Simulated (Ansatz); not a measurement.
Where the states of C lie

```xyz
4
Lattice="1.2300 0.7101 11.1500 -1.2300 0.7101 11.1500 0.0000 -1.4203 11.1500" Properties=species:S:1:pos:R:3 pbc="T T T"
C     0.0000    0.0000    1.6725
C     0.0000    0.0000   31.7775
C     0.0000    0.0000    9.4663
C     0.0000    0.0000   23.9837
```

The cell is COD entry 1000065, as deposited and not checked against the literature; nothing was relaxed.

Computed with Ansatz 0.2.0, DFT, PBEsol, all-electron LAPW, scalar-relativistic.

Numerical set-up: a Γ-centred 15×15×15 k mesh, Fermi–Dirac smearing of 0.08 eV, basis error target 1 meV/atom, no spin polarisation.

States per eV and cell, averaged over 0.6 eV, from -9.4 to 5.4 eV, with energies (bin centres) from the Fermi level; empty bins are left out. 

```json
{"E (eV)": "-9.2", "total": "0.76"}
{"E (eV)": "-8.6", "total": "0.81"}
{"E (eV)": "-8.0", "total": "1.07"}
{"E (eV)": "-7.4", "total": "1.34"}
{"E (eV)": "-6.8", "total": "1.68"}
{"E (eV)": "-6.2", "total": "1.93"}
{"E (eV)": "-5.6", "total": "1.31"}
{"E (eV)": "-5.0", "total": "1.41"}
{"E (eV)": "-4.4", "total": "1.19"}
{"E (eV)": "-3.8", "total": "1.13"}
{"E (eV)": "-3.2", "total": "1.03"}
{"E (eV)": "-2.6", "total": "0.90"}
{"E (eV)": "-2.0", "total": "0.69"}
{"E (eV)": "-1.4", "total": "0.36"}
{"E (eV)": "-0.8", "total": "0.18"}
{"E (eV)": "-0.2", "total": "0.03"}
{"E (eV)": "0.4", "total": "0.06"}
{"E (eV)": "1.0", "total": "0.28"}
{"E (eV)": "1.6", "total": "0.81"}
{"E (eV)": "2.2", "total": "0.82"}
{"E (eV)": "2.8", "total": "0.57"}
{"E (eV)": "3.4", "total": "0.60"}
{"E (eV)": "4.0", "total": "0.67"}
{"E (eV)": "4.6", "total": "0.75"}
{"E (eV)": "5.2", "total": "0.91"}
```
